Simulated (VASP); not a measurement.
Runs of VASP 6.6.1 on MgTe. All rows change the cell; the cell of one of them follows. Symmetry: P6_3mc, No. 186, hexagonal system. The conventional cell has a = 4.404 Å, b = 4.404 Å, c = 7.284 Å, α = 90.00°, β = 90.00°, γ = 120.00°. Mg (site symmetry 3m) is surrounded by 4 Te at 2.70 to 2.71 Å. Te (site symmetry 3m) has 4 Mg at 2.70 to 2.71 Å as nearest neighbours. 

```csv
cell,gap on the mesh (eV),pressure (GPa),largest force (eV/Å)
"strain -0.030 along x and y, -0.015 along z, atoms carried along",2.65,2.3,0.11
"strain +0.030 along x and y, +0.030 along z, atoms carried along",1.93,-3.4,0.16
"strain +0.030 along x and y, +0.000 along z, atoms carried along",(b),-2.5,(c)
"strain +0.000 along x and y, -0.030 along z, atoms carried along",2.51,(a),0.49
```

Alike in all rows: task single point; level LDA; potentials or basis VASP PAW LDA potentials, release 64 (Mg, Te); no spin polarisation; k mesh 9 × 9 × 4; cutoff (eV) 520; smearing gaussian 0.05 eV.

Question: Fill in the values left out.

Answer: (a) 0.5; (b) 2.09; (c) 0.35.

Caveats: spin-orbit coupling is left out, which moves the levels of the heavy elements; an odd mesh through Γ misses points on the zone boundary, where band edges often lie (some runs).

A k mesh can miss the band edges, and the runs leave out spin-orbit coupling on Te.
